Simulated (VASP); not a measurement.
# GaN, self-consistent run: which settings are enough?

GaN, P1 (no. 1), 2 atoms in the cell. PBE; PAW potentials Ga_d, N (PBE set). VASP 6.6.1. The atoms are moved at random off their ideal places.

Wanted: energy within 1 meV/atom; forces within 0.005 eV/Å; pressure within 0.1 GPa.

POSCAR:
```
GaN
1.0
    0.0000000000      2.2535006075      2.2535006075
    2.2535006075      0.0000000000      2.2535006075
    2.2535006075      2.2535006075      0.0000000000
Ga N
1 1
Direct
   -0.0000040000     -0.0009780000      0.0006670000
    0.2452550000      0.2539210000      0.2528650000
```

## One numerical tag moved

| One numerical tag moved | Energy less reference (meV/atom) | Forces, largest deviation (eV/Å) | Pressure (GPa) | SCF iterations | Time (s) |
|---|---|---|---|---|---|
| default | 0.0 | 0.0000 | 5.09 | 14 | 30 |
| LASYNC = T | 0.0 | 0.0000 | 5.09 | 14 | 30 |
| NDAV = 2 | 0.0 | 0.0000 | 5.09 | 14 | 30 |
| WEIMIN = 0.0 | 0.0 | 0.0000 | 5.09 | 14 | 30 |
| LDIAG = F | 0.0 | 0.0000 | 5.10 | 14 | 33 |
| LCORR = F | 0.0 | 0.0000 | 5.09 | 14 | 29 |
| NDAV = 8 | 0.0 | 0.0000 | 5.09 | 14 | 30 |
| EBREAK = 0.0001 | 0.0 | 0.0000 | 5.14 | 19 | 32 |
| DEPER = 0.6 | 0.0 | 0.0000 | 5.08 | 14 | 27 |

Chosen: default; no other choice that stays within half of the tolerance saves 30 % of the time.

## The input

INCAR:
```
SYSTEM = GaN
PREC = Accurate ; ENCUT = 520
EDIFF = 1E-7 ; ISMEAR = 0
SIGMA = 0.02 ; LREAL = .False.
LASPH = .True. ; ALGO = Normal
NELM = 100 ; ISIF = 2
LWAVE = .False. ; LCHARG = .False.
```

KPOINTS:
```
k-points
0
Gamma
  9 9 9
```

Commands:
```
cat potpaw_PBE.64/Ga_d/POTCAR potpaw_PBE.64/N/POTCAR > POTCAR
mpirun -np 1 vasp_std > vasp.out
```

The chosen input took VASP 6.6.1 30 s on 1 core (Intel Xeon 6975P-C (Granite Rapids)), a shared host.

## An input that fails: LMAXPAW = -1 without LASPH

It runs to its end, but against the unchanged starting input it is off by 1.7 meV/atom in the energy, 0.0006 eV/Å in the forces, 0.07 GPa in the pressure.

Changes against the starting input:
```
- LASPH = True
+ LASPH = False
+ LMAXPAW = -1
```
